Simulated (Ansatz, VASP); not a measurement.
**Cross-check of GeF (F-GeGe-F chair monolayer) between VASP and Ansatz**

Aim: how closely do two programs agree when they are given the same cell, functional and k mesh? The structure shown is the start of the Ansatz relaxation below; VASP solves that cell, so the two are compared at the walk's first step.

Method: plane waves, with VASP 6.6.1 beside it; single point at PBE with D4, in Ansatz 0.2.0.

## (1) The structure

The cell holds 4 atoms: 2 F and 2 Ge. Cell: a = 3.960 Å, b = 3.960 Å, c = 32.480 Å, α = 90.0°, β = 90.0°, γ = 120.0°. Vacuum lies along c. The height across the vacuum is the one that the program set for its solve, not the one typed.

## (2) Ansatz: relaxation, PBE with D4

Ansatz runs on its default PAW (the set named soft_2) files.

The two programs are compared at the cell with which this relaxation starts, whose forces are those of its first step.

Input file input.yaml:

```yaml
crystal:
  lattice:
    - [3.96, 0.0, 0.0]
    - [-1.98, 3.429460599, 0.0]
    - [0.0, 0.0, 22.34]
  atoms:
    - { symbol: F, position: [0.6666666667, 0.3333333333, 0.4028648165] }
    - { symbol: Ge, position: [0.6666666667, 0.3333333333, 0.482094897] }
    - { symbol: Ge, position: [0.3333333333, 0.6666666667, 0.517905103] }
    - { symbol: F, position: [0.3333333333, 0.6666666667, 0.5971351835] }
  periodic: [true, true, false]
kpoints:
  mp_grid: { grid: [12, 12, 1] }
hamiltonian:
  xc: pbe
  dispersion: d4
scf:
  occupations: { method: fermi_dirac, width: 0.05 }
  convergence: { dr2_threshold: 1.0e-09 }
relax:
  f_tol: 0.004
  max_steps: 90
  cell: {}
output:
  write_potential: true
  write_density: true
  volumetric_format: npy
```

The run is started by

```
$ ansatz run input.yaml --threads 4 --pin off --max-ram 6144MiB --backend cpu --events-out ev --progress --plain --runs-dir out
```

Numbers of over 12 decimals in the logs are rounded to 6 here.

The log of the run:

```text
Warning: crystal.periodic: the lattice vector that does not repeat stood 0.000° off the slab's normal, 22.340 Å along it as the deck builds it. The run solves the slab on a vector along the normal, 32.480 Å long, with every atom where it was (on the deck's vector they left 18.00 Å outside them, and the widest stretch free of ions among them is 1.77 Å). A fractional position that the run reports is one of the run's ce [...]
Warning: relax.cell: scf.convergence.dr2_threshold = 1e-9 eV is looser than the 1.94518847937e-10 eV advised for a relaxation that steers and ends on the stress (1e-10 eV for each atom of the cell: 4, times the square of relax.cell.stress_2d_tol = 0.05 N/m over 14.3 Å (the atoms' height at the walk's start and 5 Å past either face), 3.487e-2 GPa, over a crystal's default 0.05). What an SCF threshold leaves in a stress goes as its square root, and in the free energy as the threshold itself, and one threshold admits the most on a small cell: [figures from the program's tests cut] Set scf.convergence.dr2_threshold to 1.94518847937e-10 eV or tighter. [rest of the remark cut]
crystal.periodic: the lattice vector that does not repeat stood 0.000° off the slab's normal, 22.340 Å along it as the deck builds it. The run solves the slab on a vector along the normal, 32.480 Å long, with every atom where it was (on the deck's vector they left 18.00 Å outside them, and the widest stretch free of ions among them is 1.77 Å). A fractional position that the run reports is one of the run's cell, which [...]
Engine: ansatz 0.2.0, aarch64-unknown-linux-gnu
Pseudopotentials: kind: paw
Pseudopotential: F, paw, valence charge 7, recommended cutoff 420 eV (normal), F.paw.azcp
Pseudopotential: Ge, paw, valence charge 14, recommended cutoff 420 eV (normal), Ge.paw.azcp
Functional definition: PBE
  parameter kappa = 0.804
  parameter beta = 0.066725
  exchange = pbe_x(kappa = kappa, mu = beta*pi^2/3)
  correlation = pbe_c(beta = beta)
Crystal: 4 atoms, lattice volume = 441.100 Å³
Basis set: ecut = 420 eV, 8713 PW (Γ), exchange–correlation on 54×54×450 points (8 copies of the dense FFT grid, shifted against one another)
Bands: 26, of which v1, the nominal top of the filled ones, is band 21 counted from 1 (20 counted from 0)
[...]
preconditioner: auto → LDOS  [insulator: Δε(μ)=0.939 eV  Ē_g=20.605 eV  σ=0.050 eV  W_gap=0.69  n_scr=48 (ndim 8)  ℏωp=10.7 eV  f_vac=0.825  D(μ)=0.22/eV (n_scr^D=2)  ε∞_Penn≈1.3  β→1.0]
SCF iter   2: F=—  HF=-10206.993761 eV  |F-HF|=—  |Δ(HF+E_count)|=   1.62e-4  Δρ=3.47e-5  dr2=4.12e-6  ethr=9.85e-9  ⟨swp⟩=2.3  Hψ=742  notcnv=0
SCF iter   3: F=—  HF=-10206.993760 eV  |F-HF|=—  |Δ(HF+E_count)|=   5.39e-7  Δρ=2.24e-5  dr2=1.65e-6  ethr=9.82e-9  ⟨swp⟩=2.9  Hψ=792  notcnv=0
SCF iter   4: F=—  HF=-10206.993760 eV  |F-HF|=—  |Δ(HF+E_count)|=   2.20e-7  Δρ=7.01e-6  dr2=1.56e-7  ethr=3.93e-9  ⟨swp⟩=2.3  Hψ=657  notcnv=0
SCF iter   5: F=—  HF=-10206.993760 eV  |F-HF|=—  |Δ(HF+E_count)|=   1.40e-8  Δρ=1.55e-6  dr2=7.67e-9  ethr=3.72e-10  ⟨swp⟩=2.2  Hψ=714  notcnv=0
SCF iter   6: F=-10206.993760 eV  HF=-10206.993760 eV  |F-HF|=1.40e-10  |Δ(HF+E_count)|=   3.51e-9  Δρ=1.21e-7  dr2=5.74e-11  ethr=2.38e-12  ⟨swp⟩=8.8  Hψ=3919  notcnv=0
SCF 10 converged in 6 iterations: F = -10206.993760 eV  dr2 = 5.74e-11
relax step  10: F+E_penalty+E_count = -10206.99375984 eV  Δ(F+E_penalty+E_count) = +2.449e-4 eV  max|allowed force component| = 7.615e-4 eV/Å  Δτ_max = 0.0002 Å  P = +0.000 N/m  Ω = 507.666 Å³  energy of the carried Pulay correction = -7.024e-3 eV  fix = [c, alpha, beta]  reactions: c +0.000 N/m  (6 SCF iters, accepted)
iter 1 solved again at ethr=1.72e-7 eV; its pass at ethr=3.10e-3 eV (dr2=7.22e-5 eV) is discarded
SCF iter   1: F=—  HF=-10206.976648 eV  |F-HF|=—  |Δ(HF+E_count)|=         —  Δρ=4.04e-4  dr2=2.94e-5  ethr=1.72e-7  ⟨swp⟩=5.3  Hψ=4783  notcnv=0
preconditioner: auto → LDOS  [insulator: Δε(μ)=0.937 eV  Ē_g=20.593 eV  σ=0.050 eV  W_gap=0.69  n_scr=48 (ndim 8)  ℏωp=10.7 eV  f_vac=0.825  D(μ)=0.22/eV (n_scr^D=2)  ε∞_Penn≈1.3  β→1.0]
SCF iter   2: F=—  HF=-10207.001559 eV  |F-HF|=—  |Δ(HF+E_count)|=   2.49e-2  Δρ=5.75e-5  dr2=9.69e-6  ethr=7.00e-8  ⟨swp⟩=3.5  Hψ=1198  notcnv=0  defer=1
SCF iter   3: F=—  HF=-10207.001474 eV  |F-HF|=—  |Δ(HF+E_count)|=   8.48e-5  Δρ=4.12e-5  dr2=6.33e-6  ethr=2.31e-8  ⟨swp⟩=2.9  Hψ=837  notcnv=0  defer=1
SCF iter   4: F=—  HF=-10207.001548 eV  |F-HF|=—  |Δ(HF+E_count)|=   7.36e-5  Δρ=5.27e-6  dr2=1.33e-7  ethr=1.51e-8  ⟨swp⟩=2.3  Hψ=657  notcnv=0  defer=1
SCF iter   5: F=—  HF=-10207.001387 eV  |F-HF|=—  |Δ(HF+E_count)|=   1.61e-4  Δρ=1.24e-6  dr2=8.14e-9  ethr=3.17e-10  ⟨swp⟩=3.1  Hψ=912  notcnv=0  defer=1
SCF iter   6: F=-10207.001388 eV  HF=-10207.001388 eV  |F-HF|=1.35e-8  |Δ(HF+E_count)|=   1.04e-6  Δρ=2.38e-7  dr2=1.70e-10  ethr=2.38e-12  ⟨swp⟩=13.6  Hψ=4338  notcnv=0
SCF 11 converged in 6 iterations: F = -10207.001388 eV  dr2 = 1.70e-10
  greatest PAW one-centre occupation: 0.998 electrons in one spin orbital (limit 2), on the Ge atom at site 2 (counted from 0), in its partial waves of l = 2
relax step  11: F+E_penalty+E_count = -10207.00138839 eV  Δ(F+E_penalty+E_count) = -7.629e-3 eV  max|allowed force component| = 7.051e-4 eV/Å  Δτ_max = 0.0000 Å  P = +0.041 N/m  Ω = 507.666 Å³  fix = [c, alpha, beta]  reactions: c +0.000 N/m  stress off target by 4.10e-2 N/m on what of the cell is left free  SCF on the basis re-selected at this cell (its energy is not comparable with the rows above)  (6 SCF iters)
basis re-selected at this cell: Δ(F+E_penalty+E_count) = -7.629e-3 eV, ΔP = +0.041 N/m vs the last step (what re-selecting the basis moved, of the pressure what is left beyond the Pulay correction that the steps carried, after the strain that the cell walked since its last selection, with what the two solves' SCF thresholds leave and, on support functions, any second-order correction that the steps lacked; it is no m [...]
WARN: The output density's exchange-correlation potential varies sharply where the density is thin. Do not read a vacuum level from v_tot or v_xc, or from such a field of the output density. On a cell that repeats whose density bears no net charge and no dipole along the vacuum's axis use v_es (v_loc + v_h of the components); under efield.dipole_correction with no amplitude use v_es + v_field, which holds any externa [...]
SCF converged after 6 iterations
Free energy (F): -10207.001388 eV
Harris-Foulkes:  -10207.001388 eV  (|F-HF|=1.35e-8)
Internal energy: -10206.999499 eV  (E = F + TS)
E sigma→0 (E₀):  -10207.000444 eV
Entropy (-TS):   -0.001889 eV (-0.472 meV/atom)
Fermi energy:    -7.024099 eV
--- Per-component energies (eV) ---
  E_band       = -961.236120
  E_kinetic    = 631.604890
  E_local      = -74859.900687  (includes V_loc(G=0)·N_el)
  E_nonlocal   = 984.119995
  E_hartree    = 36685.149408
  E_xc         = -308.278415
  E_vxc        = -330.383654  (∫ρ·V_xc dr)
  E_paw        = -4440.338246  (= ΣΔE_a)
  E_vpaw       = -756.979419  (= ΣTr[D̂ρ^β])
  E_aug_tail   = 0.004746  (compensation charges beyond the density's cutoff)
  E_ewald      = 31101.037128
  E_disp       = -0.398317  (pairwise vdW)
  E_smearing   = -0.001889  (= −TS)
  E_closure    = 0.000000  (closes the sum)
  Σ components = -10207.001388   (vs F -10207.001388, Δ=0.00e0)
--- Forces (eV/Å), atoms counted from 1 ---
  atom   1  F      0.00000000    -0.00000000     0.00070515
  atom   2  Ge     0.00000000    -0.00000000    -0.00060437
  atom   3  Ge     0.00000000     0.00000000     0.00060437
  atom   4  F      0.00000000     0.00000000    -0.00070515
  max |Σ_I F_I| component: 1.08e-19 eV/Å
--- 2D stress c σ (N/m, compression-positive) ---
        0.040955       0.000000       0.000000
        0.000000       0.040955      -0.000000
        0.000000      -0.000000       0.000000
  P = ½ c Tr σ = 0.0410 N/m
--- Band table (eV; the first three rows and the last of 19) ---
  k-point 0: bands = [... 17 lower, -10.9027, -10.9027, -7.1468, -7.0632, -7.0632, -5.0794, -3.0806, -3.0806, ... 1 higher]
  k-point 1: bands = [... 17 lower, -10.9026, -10.8956, -8.1329, -7.1735, -6.1237, -4.9664, -3.1120, -2.8261, ... 1 higher]
  k-point 2: bands = [... 17 lower, -10.9038, -10.8787, -9.0248, -7.4281, -5.4822, -4.7084, -2.8592, -2.1478, ... 1 higher]
  k-point 18: bands = [... 17 lower, -11.0109, -10.5647, -10.5647, -9.0922, -2.5537, -2.5537, -1.5540, -1.5540, ... 1 higher]
  the weakly bound empty levels are not read free of the cell's end (no_gap_told)
--- Relaxed structure (9 steps of the walk, 9 accepted, 2 SCFs on fresh bases) ---
  F+E_penalty+E_count = -10207.00138839 eV   max|allowed force component| = 7.051e-4 eV/Å   (the final SCF, on the basis selected at the relaxed cell)
  cell:  # Å, volume = 507.6664 Å³
    - [4.248307, 0.0, 0]
    - [-2.124153, 3.679142, 0]
    - [0, 0, 32.47999999756]
  atoms:
    - { symbol: F, position: [0.666667, 0.333333, 0.280250] }
    - { symbol: Ge, position: [0.666667, 0.333333, 0.334740] }
    - { symbol: Ge, position: [0.333333, 0.666667, 0.353068] }
    - { symbol: F, position: [0.333333, 0.666667, 0.407557] }
```

## (3) VASP: single point, PBE with D4, start cell

The same cell, functional, mesh and smearing now go to VASP, with its own data sets.

Lines of VASP's logs that name or quote its potential files are left out, and so is its time.

Input file INCAR:

```
SYSTEM = GeF
PREC = Accurate
ENCUT = 520
EDIFF = 1E-06
NELM = 120
ISMEAR = -1
SIGMA = 0.05
LREAL = .FALSE.
ALGO = Normal
GGA = PE
IVDW = 13
NBANDS = 27
LORBIT = 11
LWAVE = .FALSE.
LCHARG = .FALSE.
ISIF = 2
LDIPOL = .TRUE.
IDIPOL = 3
DIPOL = 0.5 0.5 0.344
LVHAR = .TRUE.
LASPH = .TRUE.
GGA_COMPAT = .FALSE.
NELMDL = -8
```

Input file POSCAR:

```
GeF
1.0
    3.9600000000      0.0000000000      0.0000000000
   -1.9800000000      3.4294610000      0.0000000000
    0.0000000000      0.0000000000     32.4800000000
F Ge
2 2
Direct
    0.6666667153      0.3333334305      0.2770935961
    0.3333332847      0.6666665695      0.4107142857
    0.6666667153      0.3333334305      0.3315886700
    0.3333332847      0.6666665695      0.3562192118
```

Input file KPOINTS:

```
Automatic mesh
0
Gamma
12 12 1
0 0 0
```

Potentials, in the order of the species: F and Ge_d (PBE family, release 64).

The run is started by

```
$ mpirun -np 1 vasp_std
```

The log of the run:

```text
[banner, memory and clock lines left out]
running    1 mpi-ranks, on    1 nodes
 distrk:  each k-point on    1 cores,    1 groups
 distr:  one band on    1 cores,    1 groups

 POSCAR found type information on POSCAR F Ge
 POSCAR found :  2 types and       4 ions
 LDA part: xc-table for (Slater+PW92), standard interpolation
 POSCAR, INCAR and KPOINTS ok, starting setup
 FFT: planning ... GRIDC
 FFT: planning ... GRID_SOFT
 FFT: planning ... GRID
 WAVECAR not read
 entering main loop
       N       E                     dE             d eps       ncg     rms          rms(c)
DAV:   1     0.381341881255E+03    0.38134E+03   -0.19840E+04  1210   0.160E+03
DAV:   2     0.541275233963E+02   -0.32721E+03   -0.31866E+03  1412   0.342E+02
DAV:   3    -0.162277471750E+02   -0.70355E+02   -0.69797E+02  1253   0.173E+02
DAV:   4    -0.192500814947E+02   -0.30223E+01   -0.30137E+01  1339   0.450E+01
DAV:   5    -0.193273073094E+02   -0.77226E-01   -0.77189E-01  1463   0.760E+00
DAV:   6    -0.193293203658E+02   -0.20131E-02   -0.20130E-02  1510   0.101E+00
DAV:   7    -0.193293511584E+02   -0.30793E-04   -0.30792E-04  1468   0.120E-01
DAV:   8    -0.193293527785E+02   -0.16201E-05   -0.16205E-05  1522   0.236E-02    0.804E+00
DAV:   9    -0.178126150788E+02    0.15167E+01   -0.57765E+00  1568   0.364E+01    0.374E+00
DAV:  10    -0.178135009027E+02   -0.88582E-03   -0.70732E-01  1102   0.580E+00    0.228E+00
DAV:  11    -0.177937262332E+02    0.19775E-01   -0.16225E-01  1710   0.461E+00    0.642E-01
DAV:  12    -0.177886027456E+02    0.51235E-02   -0.38652E-02  1552   0.401E+00    0.151E-01
DAV:  13    -0.177910520331E+02   -0.24493E-02   -0.63950E-03  1113   0.543E-01    0.847E-02
DAV:  14    -0.177919000935E+02   -0.84806E-03   -0.98039E-04  1209   0.248E-01    0.311E-02
[...]
DAV:  18    -0.177928568018E+02   -0.13584E-03   -0.39673E-05  1047   0.839E-02    0.794E-03
DAV:  19    -0.177929244861E+02   -0.67684E-04   -0.12405E-05  1160   0.508E-02    0.269E-03
DAV:  20    -0.177929673287E+02   -0.42843E-04   -0.28106E-06  1192   0.166E-02    0.151E-03
DAV:  21    -0.177929859160E+02   -0.18587E-04   -0.64402E-07   816   0.780E-03    0.720E-04
DAV:  22    -0.177929963010E+02   -0.10385E-04   -0.17759E-07   807   0.307E-03    0.371E-04
DAV:  23    -0.177930007079E+02   -0.44069E-05   -0.92229E-08   799   0.290E-03    0.262E-04
DAV:  24    -0.177930031064E+02   -0.23985E-05   -0.39929E-08   830   0.168E-03    0.880E-05
DAV:  25    -0.177930035034E+02   -0.39696E-06   -0.11165E-08   670   0.124E-03
   1 F= -.18245404E+02 E0= -.18245398E+02  d E =-.122175E-04
```

OUTCAR, selected parts (step 3):

```text
ion  position               nearest neighbor table
   1  0.667  0.333  0.277-   3 1.77
   2  0.333  0.667  0.411-   4 1.77
   3  0.667  0.333  0.332-   1 1.77   4 2.42   4 2.42   4 2.42
   4  0.333  0.667  0.356-   2 1.77   3 2.42   3 2.42   3 2.42

  LATTYP: Found a hexagonal cell.
 ALAT       =     3.9600000000
 C/A-ratio  =     8.2020202020

 Subroutine GETGRP returns: Found 12 space group operations
 (whereof  6 operations were pure point group operations)

The static configuration has the point symmetry C_3v.
 The point group associated with its full space group is D_3d.

 Found     19 irreducible k-points:

   k-points           NKPTS =     19   k-points in BZ     NKDIM =     19   number of bands    NBANDS=     27

   dimension x,y,z NGX =    30 NGY =   30 NGZ =  250
   dimension x,y,z NGXF=    60 NGYF=   60 NGZF=  500

   ENCUT  =  520.0 eV  38.22 Ry    6.18 a.u.   7.36  7.36 60.39*2*pi/ulx,y,z

   NELECT =      42.0000    total number of electrons

 k-points in reciprocal lattice and weights: Automatic mesh
   0.00000000  0.00000000  0.00000000       0.007
   0.08333333  0.00000000  0.00000000       0.042
   0.16666667  0.00000000  0.00000000       0.042
   0.25000000 -0.00000000  0.00000000       0.042
   0.33333333  0.00000000  0.00000000       0.042
   0.41666667 -0.00000000  0.00000000       0.042
   0.50000000 -0.00000000  0.00000000       0.021
   0.08333333  0.08333333  0.00000000       0.042
   0.16666667  0.08333333  0.00000000       0.083
[...]
0.33333333  0.25000000  0.00000000       0.083
   0.33333333  0.33333333  0.00000000       0.014

 dipolmoment           0.000000      0.000000     -0.000000 electrons x Angstroem

 average (electrostatic) potential at core
       1 -85.1085       2 -85.1085       3 -84.7473       4 -84.7473

 E-fermi :  -4.9310

 k-point     1 :       0.0000    0.0000    0.0000
  band No.  band energies     occupation
    ...
     17      -9.7326      2.00000
     18      -9.5636      2.00000
     19      -9.5636      2.00000
     20      -5.3204      1.99917
     21      -5.3204      1.99917
     22      -4.5531      0.00104
     23      -4.0286      0.00000
     24      -1.2252      0.00000
     25      -1.2252      0.00000
     26       0.1707      0.00000
    ...

 k-point     2 :       0.0833    0.0000    0.0000
  band No.  band energies     occupation
    ...
     17      -9.7493      2.00000
     18      -9.5699      2.00000
     19      -9.5656      2.00000
     20      -6.2012      2.00000
     21      -5.4761      1.99996
     22      -4.4502      0.00013
     23      -3.2630      0.00000
     24      -1.2567      0.00000
     25      -0.9168      0.00000
     26       0.3078      0.00000
    ...

 k-point     3 :       0.1667    0.0000    0.0000
  band No.  band energies     occupation
    ...
     17      -9.7944      2.00000
     18      -9.5869      2.00000
     19      -9.5724      2.00000
     20      -7.3645      2.00000
     21      -5.8246      2.00000
     22      -4.2121      0.00000
     23      -2.8158      0.00000
     24      -0.6786      0.00000
     25      -0.1279      0.00000
     26       0.6382      0.00000
    ...

  DFT-D4 for vdW energy calculation

  Edisp (eV):   -0.45240

  Total       2.67114     2.67114    -1.25747     0.00000     0.00000     0.00000
  in kB       9.70220     9.70220    -4.56742     0.00000     0.00000     0.00000
  external pressure =        4.95 kB  Pullay stress =        0.00 kB

  energy-cutoff  :      520.00
  volume of cell :      441.10
      direct lattice vectors                 reciprocal lattice vectors
     3.960000000  0.000000000  0.000000000     0.252525253  0.145795505  0.000000000
    -1.980000000  3.429461000  0.000000000     0.000000000  0.291591011  0.000000000
     0.000000000  0.000000000 32.480000000     0.000000000  0.000000000  0.030788177

 POSITION                                       TOTAL-FORCE (eV/Angst)
 -----------------------------------------------------------------------------------
      1.98000      1.14315      9.00000        -0.000000     -0.000000      0.190126
     -0.00000      2.28631     13.34000        -0.000000      0.000000     -0.190126
      1.98000      1.14315     10.77000         0.000000      0.000000      0.412817
     -0.00000      2.28631     11.57000         0.000000      0.000000     -0.412817
 -----------------------------------------------------------------------------------
    total drift:                                0.000000      0.000000     -0.000035

  FREE ENERGIE OF THE ION-ELECTRON SYSTEM (eV)
  ---------------------------------------------------
  free  energy   TOTEN  =       -18.2454040071 eV

  energy  without entropy=      -18.2453917896  energy(sigma->0) =      -18.24539790

 vacuum level on the upper side and lower side of the slab         1.528         1.528

 total charge
# of ion       s       p       d       tot
------------------------------------------
    1        1.748   4.306   0.000   6.054
    2        1.748   4.306   0.000   6.054
    3        1.111   1.248  10.119  12.479
    4        1.111   1.248  10.119  12.479
--------------------------------------------------
tot          5.718  11.109  20.239  37.066

[... 3 further parts left out ...]
```

## (4) Comparison

Known differences besides the potentials themselves: Ansatz cuts the interaction across the vacuum, VASP repeats the sheet with a dipole correction; the cutoff is 420 eV in Ansatz and 520 eV in VASP. Total energies have different zeros and are not compared.

Forces (eV/Å; atoms numbered as in POSCAR):

| atom | Ansatz x, y, z | VASP x, y, z |
| --- | --- | --- |
| F1 | 0.000, 0.000, 0.283 | 0.000, 0.000, 0.190 |
| F2 | 0.000, 0.000, -0.283 | 0.000, 0.000, -0.190 |
| Ge3 | 0.000, 0.000, 0.311 | 0.000, 0.000, 0.413 |
| Ge4 | 0.000, 0.000, -0.311 | 0.000, 0.000, -0.413 |

The forces differ by 57 meV/Å r.m.s., which is 30.5 % of the r.m.s. force of 0.186 eV/Å (both taken over all components). With vacuum in the cell, a pressure given here is an average over mostly empty space and none of the material.

## (5) What came out

| Property | Result |
| --- | --- |
| r.m.s. force difference (single point, PBE with D4, start cell) | 57 meV/Å |

The r.m.s. force difference is 57 meV/Å (single point, PBE with D4, start cell), beyond the 12 meV/Å picked in this series as the mark of a large difference. What causes the difference of the single point, PBE with D4, start cell pair stays open here. 1 further run of this series is not shown here. How closely two codes agree says nothing of how well the functional describes the real material.

[Lines on the potential files, build, host, timing and source positions are cut from VASP's logs without a mark.]

[Logs are printed without paths, hosts, clocks, repeated set-up lines and the standing remarks that a program may print on its own settings, such as how far it seeks lower states.]

[Hosts, paths, dates, database ids (printed as entryN), source tags and the programs' standing remarks are cut or masked in the printed files.]
